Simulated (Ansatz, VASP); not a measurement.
# In: VASP beside Ansatz

File INCAR:

```
SYSTEM = In
  ALGO = Normal
  EDIFF = 1E-6
  ENCUT = 520
  ISIF = 2
  ISMEAR = -1
  LASPH = .TRUE.
  LCHARG = .FALSE.
  LREAL = .FALSE.
  LWAVE = .FALSE.
  NBANDS = 26
  NELM = 80
  PREC = Accurate
  SIGMA = 0.1
```

The input KPOINTS:

```
k-points
0
G
  8 8 11
  0 0 0
```

Contents of POSCAR:

```
In
1.0
    5.1253107235      0.0000000000      0.0000000000
   -2.5626553618      4.4386492888      0.0000000000
    0.0000000000      0.0000000000      3.1608340066
In
3
Direct
    0.0000000000      0.0000000000      0.0000000000
    0.3333333333      0.6666666667      0.5000000000
    0.6666666667      0.3333333333      0.5000000000
```

Input for Ansatz:

```yaml
crystal:
  lattice:
    - [5.1253107235, 0.0, 0.0]
    - [-2.5626553618, 4.4386492888, 0.0]
    - [0.0, 0.0, 3.1608340066]
  atoms:
    - { symbol: In, position: [0.0, 0.0, 0.0] }
    - { symbol: In, position: [0.3333333333, 0.6666666667, 0.5] }
    - { symbol: In, position: [0.6666666667, 0.3333333333, 0.5] }
hamiltonian:
  xc: lda
  pseudopotentials:
    kind: paw
    azcp:
      In: "pseudopotentials/In.paw.azcp"
basis:
  ecutwfc: 420
  fft_grid_basis: typed
kpoints:
  mp_grid: { grid: [8, 8, 11], shift: [0, 0, 0] }
magnetization:
  spin_polarized: false
scf:
  occupations: { method: fermi_dirac, width: 0.1 }
  lower_state_search: "off"
output:
  stress: true
```

Alike in both runs: task single point; functional LDA; k mesh 8 × 8 × 11; occupations fermi-dirac, width 0.1 eV; no spin polarisation.

```csv
,VASP,Ansatz
version,VASP 6.6.1,Ansatz 0.2.0
potentials or method,"VASP PAW LDA potentials, release 64 (In_d)","plane waves (420 eV) with PAW, scalar-relativistic"
plane-wave cutoff (eV),520,420
valence electrons in the cell,39,39
```

```tsv
	VASP	Ansatz	Ansatz less VASP
pressure (GPa)	2.2	2.2	-0.04
largest component of the traceless stress (GPa)	0.22	0.23	+0.006
```

Ansatz warned: «pseudo_functional_mismatch».
